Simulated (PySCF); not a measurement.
SnTe, 2 atoms in the cell. It takes space group Fm-3m (No. 225, cubic). Conventional cell: a = 6.302 Å, b = 6.302 Å, c = 6.302 Å, α = 90.00°, β = 90.00°, γ = 90.00°. Te (site symmetry m-3m) is surrounded by 6 Sn at 3.15 Å. Around Sn (site symmetry m-3m) lie 6 Te at 3.15 Å. 

| Item | Value |
| --- | --- |
| Program | PySCF 2.14.0 |
| Task | band structure |
| Functional | LDA |
| Potentials or basis | DZVP-MOLOPT-SR/GTH-PBE (potentials made for PBE) |
| k mesh | 5 × 5 × 5 |
| Occupations | fermi-dirac, width 0.05 eV |
| Spin | no spin polarisation |
| Symmetry | yes |
| Density cutoff | 50 Ha |
| Exponents discarded below (exp_to_discard) | 0.02 1/bohr^2 |
| Band path | GXWKGLUWLK,UX |
| Potentials | Sn GTH-PBE-q4, Te GTH-PBE-q6 |
| conv_tol | 1e-07 Ha |
| max_cycle | 60 |
| Coulomb method | multigrid |

Potentials or basis: DZVP-MOLOPT-SR/GTH-PBE (potentials made for PBE).

Launch:

```console
$ OMP_NUM_THREADS=4 python -u run.py > log
```

Hardware: 4 threads of AMD EPYC 7R43 64-Core Processor (Zen 3) (shared host).

How long does it take, and how much memory?

Wall time 28 s on 4 threads of AMD EPYC 7R43 64-Core Processor (Zen 3), with other jobs on the host, peak memory 1.3 GiB. Counts: scf iterations 5, basis 26, k points 10.
